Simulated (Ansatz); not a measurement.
**Run times of several calculations on In₂O₃**

Cell: 10 atoms, space group R-3c, a = 5.782 Å, b = 5.782 Å, c = 5.782 Å, α = 56.65°, β = 56.65°, γ = 56.65°.

All runs are DFT with Ansatz 0.2.0 on 1 thread of Arm Neoverse V2 (aarch64; 8 cores open to the job, memory cap 3.0 GiB, no GPU), a shared host.

(1) Rank the runs by wall time, shortest first.
A. core holes on 2 sites, PBE, 420 eV, 3×3×3 k-points, fixed occupations, 40 atoms
B. dielectric tensor by linear response, PBE, 420 eV, 4×4×4 k-points, fixed occupations
C. relaxation of the ions, PBE, 420 eV, 4×4×4 k-points, smearing 0.02 eV

Results:

(1) C (17 s, 0.46 GiB), B (2.1 min, 0.87 GiB), A (6.6 min, 1.4 GiB).
